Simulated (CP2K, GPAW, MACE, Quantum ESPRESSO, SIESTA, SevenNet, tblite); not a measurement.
# GPAW runs on random fluorite-type (Ti, Sn, Zr)O2 solid solution (96 atoms), part 2 of 2

How do the settings of GPAW change the result for random fluorite-type (Ti, Sn, Zr)O2 solid solution (96 atoms)? A plane-wave run serves as the yardstick.

Program: GPAW 26.7.0; the method stands at each step. Banners, paths, timers and routine set-up lines are dropped from the logs unmarked, and long logs keep their key lines alone; longer cuts are marked.

So far. Step 3 (PBE, grid h 0.24 Å): Against the first run (8.9 %), the force difference from the reference is 21 %, at 0.84 times the CPU time (33 SCF steps against 19). Step 4 (PBE, LCAO sz(dzp), h 0.18 Å): Against the first run (8.9 %), the force difference from the reference is 19 %, at 0.24 times the CPU time (on 1 against 2 cores), with 640 basis functions against 1712: the smaller basis costs accuracy.

## Step 5: PBE, LCAO dzp, h 0.18 Å, other mixer settings

Method: Kohn-Sham DFT, PBE, PAW, atomic orbitals (dzp).

Contents of run.py:

```python
import numpy as np
from ase.io import read
from gpaw import GPAW, FermiDirac, Mixer
from ase.parallel import parprint as print

atoms = read("structure.xyz")
atoms.calc = GPAW(
    mode="lcao",
    basis="dzp",
    h=0.18,
    xc="PBE",
    kpts={"size": (1, 1, 1), "gamma": True},
    occupations=FermiDirac(0.05),
    mixer=Mixer(0.1, 5, 50),
    maxiter=200,
    symmetry={"point_group": False},
    txt="gpaw.txt",
)
energy = atoms.get_potential_energy(force_consistent=True)
forces = atoms.get_forces()
print(f"energy {energy:.6f} eV")
print("forces (eV/A)")
for i, (a, f) in enumerate(zip(atoms, forces)):
    print(f"{i:4d} {a.symbol:2s} {f[0]:10.5f} {f[1]:10.5f} {f[2]:10.5f}")
print(f"Fermi level {atoms.calc.get_fermi_level():.4f} eV")
for k in range(len(atoms.calc.get_ibz_k_points())):
    for s in range(atoms.calc.get_number_of_spins()):
        e = atoms.calc.get_eigenvalues(kpt=k, spin=s)
        n = np.searchsorted(e, atoms.calc.get_fermi_level())
        print(f"k {k} spin {s} levels about the Fermi level:", np.round(e[max(n - 6, 0):n], 4).tolist(), "|", np.round(e[n:n + 6], 4).tolist())
```

Contents of structure.xyz:

```xyz
96
Lattice="9.96600 0.00000 0.00000 0.00000 9.96600 0.00000 0.00000 0.00000 9.96600" Properties=species:S:1:pos:R:3 pbc="T T T"
[... 96 atom lines left out: the same atoms as in the first run ...]
```

Run with:

```
$ OMP_NUM_THREADS=1 mpirun -np 2 gpaw python run.py > output.txt
```

Output:

```text
energy -730.688685 eV
forces (eV/A)
   0 Zr   -0.26951   -1.30362   -2.32630
   1 O    -0.23455    1.30335    1.69243
   2 O     2.03696    0.30410    0.60946
   3 Ti   -0.30914    1.48596    0.07780
   4 O    -0.63993   -0.25119   -0.73478
   5 O     0.60369    1.39210   -0.04590
   6 Zr    1.57438    0.26457    1.14371
   7 O    -1.58198    1.94779   -0.37778
   8 O    -0.78091   -0.03313   -0.64638
   9 Sn    0.00947    0.16749   -0.05183
  10 O     0.08898    0.56217   -0.28643
  11 O    -0.25284   -0.31567   -1.41054
  12 Zr   -1.04004   -1.88092    0.48048
  13 O     0.12833   -0.04663    1.39658
  14 O     0.83702    0.85549   -0.56190
  15 Ti   -0.83779    0.95252    1.69367
  16 O    -0.50426   -0.55471    0.86989
  17 O    -0.43629    0.35127    1.89077
  18 Ti   -1.26637   -0.85354    1.38889
  19 O     0.61701   -0.07483   -1.58231
  20 O    -0.27566   -1.78356    0.96530
  21 Zr    0.53040    0.33295   -1.97050
  22 O     2.48154   -0.63314    0.25127
  23 O     0.85790   -0.14589   -1.93408
[...]
88 O    -0.12232   -1.18398   -0.10629
  89 O    -0.46941    0.05224    0.60442
  90 Ti    1.49738   -1.72067    0.87629
  91 O    -0.05591    0.25477   -0.70865
  92 O    -0.74835   -1.04283   -1.06276
  93 Sn    1.84257    1.36991   -2.14673
  94 O    -0.57785   -0.76857    0.06182
  95 O    -0.89053   -1.20005   -2.60391
Fermi level 8.8317 eV
k 0 spin 0 levels about the Fermi level: [8.1305, 8.1875, 8.209, 8.3103, 8.3476, 8.3954] | [9.2515, 9.3668, 9.4021, 9.4619, 9.6131, 9.6283]
```

gpaw.txt:

```text
Input parameters:
  mode=LCAO(),
  basis={'default': 'dzp'},
  h=0.18,
  kpts=MonkhorstPack(size=(1, 1, 1), gamma=True),
  maxiter=200,
  mixer=Pulay(name='pulay', nmaxold=5, beta=0.1, weight=50, sigma=0.015, g_ss=None),
  occupations=Occupations(name='fermi-dirac', width=0.05, fixmagmom=False),
  symmetry=Symmetry(point_group=False),
  xc=XC(name='PBE')
Unit cell  # Å
[... lines left out ...]
  Fermi-Dirac:
[... lines left out ...]
convergence criteria:
- Maximum [total energy] change in last 3 cyles: 0.0005 eV / valence electron
[... lines left out ...]
Converged in 21 steps
[... lines left out ...]
  Coulomb:       -1093.104115
  Zero:             12.828364
  External:          0.000000
  Xc:             -766.153892
  Entropy:          -0.000527
  Spinorbit:         0.000000
  ----------------------------
  Free energy:    -730.688685
  Extrapolated:   -730.688422
dipole moment: (-68.143606, -139.651917, 65.729211)  # |e|*Ang
Fermi level: 8.832
Eigenvalues  # (at kpt = [0.000, 0.000, 0.000])
| band index |      eig [eV] | occ [0-2] |
|------------|---------------|-----------|
|          0 |       -50.091 |     2.000 |
|        ... |               |           |
|        384 |         8.079 |     2.000 |
|        385 |         8.101 |     2.000 |
[...]
|        399 |         9.717 |     0.000 |
|        ... |               |           |
|        474 |        12.986 |     0.000 |
Gap: 0.856 eV
Transition (v -> c):
  (s=0, k=0, n=391, [0.00, 0.00, 0.00]) -> (s=0, k=0, n=392, [0.00, 0.00, 0.00])
No difference between direct/indirect transitions
Force computation time: 64.340  # s
```

Wall time 12 min (2 MPI ranks of Arm Neoverse V1, shared host); peak memory 2.8 GiB.

Against the reference:

- r.m.s. force component: 1.169 eV/Å
- r.m.s. difference of force components: 97.89 meV/Å
- longest difference of force vectors: 402 meV/Å
- force difference over r.m.s. force: 8.868 %
- slope of forces against the reference's: 1.057
- correlation of force components: 0.9979
- gap (highest filled to lowest empty level): 0.8561 eV
- gap difference: -0.0628 eV
- energy less the same-level run's: 0.0001 meV/atom
- r.m.s. force difference from the same-level run: 4.21 meV/Å

Against the first run (8.9 %), the force difference from the reference is 8.9 %, at 1.2 times the CPU time: another solver or mixer reaches the same state.

## Step 6: The ladder

Differences are against the plane-wave reference, forces as r.m.s. over components; share is that over the reference's r.m.s. force, slope the least-squares factor from reference forces to these. Total energies of different programs have different zeros and aren't compared.

| run | Δ force, r.m.s. (meV/Å) | share (%) | slope | Δ gap (eV) | cores | CPU time | memory (GiB) |
| --- | --- | --- | --- | --- | --- | --- | --- |
| reference | - | - | - | - | 1 | 26 min | 3.0 |
| GPAW PBE, LCAO dzp, h 0.18 Å | 98.4 | 8.92 | 1.058 | -0.0632 | 2 | 20 min | 2.8 |
| GPAW PBE, grid h 0.24 Å (coarse) | 234 | 21.2 | 1.024 | -0.0083 | 2 | 17 min | 1.6 |
| GPAW PBE, LCAO sz(dzp), h 0.18 Å (coarse) | 207 | 18.8 | 1.142 | -0.290 | 1 | 4.7 min | 1.7 |
| GPAW PBE, LCAO dzp, h 0.18 Å, other mixer settings | 97.9 | 8.87 | 1.057 | -0.0628 | 2 | 23 min | 2.8 |

Rows marked coarse were listed beforehand as settings not expected to be converged; some can still land near the reference.

CPU time is summed over cores on a shared host, where runs went side by side, so it is rough. Symmetry, cutoffs, thresholds, outputs and thread counts weren't matched or tuned between programs; memory under MPI is the largest rank's times the ranks.

Within one program, basis, potentials and functional, energies share a zero. Each run against its twin at the usual cutoff or grid and solver:

| run | twin | Δ energy (meV/atom) | Δ force, r.m.s. (meV/Å) | CPU time over the twin's |
| --- | --- | --- | --- | --- |
| GPAW PBE, LCAO dzp, h 0.18 Å, other mixer settings | LCAO dzp, h 0.18 Å | 1.0e-4 | 4.21 | 1.2 |

## Step 7: What came out

```
nearest in forces : a tie at 8.9 % of 2 runs: GPAW PBE, LCAO dzp, h 0.18 Å; GPAW PBE, LCAO dzp, h 0.18 Å, other mixer settings
```

**Reading.** The PBE runs in local orbitals, coarse settings apart, differ by 8.9 % in each run; basis, grid and potentials can all enter. Runs with settings chosen to be coarse differ by 19 % (GPAW PBE, LCAO sz(dzp), h 0.18 Å) to 21 % (GPAW PBE, grid h 0.24 Å), their programs' other errors included. One electronic-structure run takes under half the reference's CPU time: GPAW PBE, LCAO sz(dzp), h 0.18 Å, at 19 % in 4.7 min against 26 min. GPAW PBE, LCAO sz(dzp), h 0.18 Å stiffens the forces by a factor of 1.14 while following their directions (correlation 0.994); the slopes of the 4 GPAW runs lie between 1.02 and 1.14. At the same functional, gaps differ from the reference's 0.919 eV by between -0.29 and -0.01 eV. These are spacings on the run's k-points, which needn't hold the band edges. The host structure and its lattice constant were typed by rule, without a check against the phase diagram. The reference's pressure of 9.9 GPa belongs to a cell and atoms that aren't relaxed at this level. The runs have no spin polarisation, so any moments at edges, vacancies or dangling bonds can't form. The electronic-structure runs sample only Γ, in a cell whose shortest periodic width is 10 Å.

[Also dropped from logs without a mark: logging warnings of Python, and SIESTA's first energy breakdown and zero terms.]

[Logs are printed without paths, hosts, clocks, repeated set-up lines and the standing remarks that a program may print on its own settings, such as how far it seeks lower states.]

[Hosts, paths, dates, database ids (printed as entryN), source tags and the programs' standing remarks are cut or masked in the printed files.]
